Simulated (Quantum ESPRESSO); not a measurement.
A run of Quantum ESPRESSO 7.5:

File pw.in:

```
&CONTROL
  calculation = 'scf'
  prefix = 'pwscf'
  outdir = './tmp'
  pseudo_dir = './pseudo'
  tprnfor = .true.
  tstress = .true.
  disk_io = 'nowf'
/
&SYSTEM
  ibrav = 0
  nat = 1
  ntyp = 1
  ecutwfc = 55
  ecutrho = 440
  nbnd = 13
  occupations = 'smearing'
  smearing = 'fd'
  degauss = 0.00367493
/
&ELECTRONS
  conv_thr = 2d-10
  electron_maxstep = 120
  mixing_beta = 0.5
/
ATOMIC_SPECIES
Ge    72.6300 ge_pbe_v1.4.uspp.F.UPF
CELL_PARAMETERS angstrom
   1.3971490000   -2.6005160000    0.0000000000
   1.3971490000    2.6005160000    0.0000000000
   0.0000000000    0.0000000000    2.6982310000
ATOMIC_POSITIONS crystal
Ge     0.5000000000    0.5000000000    0.0000000000
K_POINTS automatic
11 11 10 0 0 0
```

Potentials or basis: SSSP 1.3 efficiency PBE.

The run is started by

```bash
$ OMP_NUM_THREADS=1 pw.x -in pw.in > pw.out
```

Hardware: 1 thread of Arm Neoverse V1, on a shared host.

**Question.** Estimate the wall time of this run.

**Answer.** Wall time 33 s on 1 thread of Arm Neoverse V1, with other jobs on the host, peak memory 0.13 GiB. Counts: scf iterations 7, k pools 1, bands 13, k points 216, g dense 20567.
